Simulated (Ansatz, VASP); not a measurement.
Pt: VASP beside Ansatz

Contents of INCAR:

```
SYSTEM = Pt
  PREC = Accurate
  ENCUT = 520
  EDIFF = 1E-7
  ISMEAR = -1
  SIGMA = 0.1
  LREAL = .FALSE.
  LASPH = .TRUE.
  NELM = 80
  ALGO = Normal
  ISIF = 2
  LWAVE = .FALSE.
  LCHARG = .FALSE.
  GGA = CA
  NBANDS = 11
```

File KPOINTS:

```
regular mesh
0
G
  19 19 19
  0 0 0
```

POSCAR

```
Pt
1.0
   -1.3085484247      1.3085484247      1.3085484247
    1.3085484247     -1.3085484247      1.3085484247
    1.3085484247      1.3085484247     -1.3085484247
Pt
1
Direct
    0.0000000000      0.0000000000      0.0000000000
```

Input for Ansatz:

```yaml
crystal:
  lattice:
    - [-1.3085484247, 1.3085484247, 1.3085484247]
    - [1.3085484247, -1.3085484247, 1.3085484247]
    - [1.3085484247, 1.3085484247, -1.3085484247]
  atoms:
    - { symbol: Pt, position: [0.0, 0.0, 0.0] }
kpoints:
  mp_grid: { grid: [19, 19, 19] }
scf:
  occupations: { method: fermi_dirac, width: 0.1 }
hamiltonian:
  xc: lda
  pseudopotentials: { kind: all_electron, lapw: { basis_error: 0.001 } }
output:
  forces: true
  stress: true
  eigenvalues: true
  populations: true
```

Change from the starting cell: volume scaled by 0.6, LAPW.

Alike in both runs: task single point; functional LDA; k mesh 19 × 19 × 19; occupations fermi-dirac, width 0.1 eV; no spin polarisation.

|  | VASP | Ansatz |
| --- | --- | --- |
| version | VASP 6.6.1 | Ansatz 0.2.0 |
| potentials or method | VASP PAW LDA potentials, release 64 (Pt) | all-electron LAPW, scalar-relativistic |
| plane-wave cutoff (eV) | 520 | see its input |

```csv
,VASP,Ansatz,Ansatz less VASP
pressure (GPa),553.7,543.0,-10.61
```

Ansatz ran all-electron here, so the differences hold the error of VASP's frozen core and of both bases.

Caveats: the cell as given lies far from equilibrium; so large a pressure means that the cell lies far from this level's equilibrium, or that cutoff or potentials fall short (VASP). Spin-orbit coupling is left out, which matters for the levels of Pt.
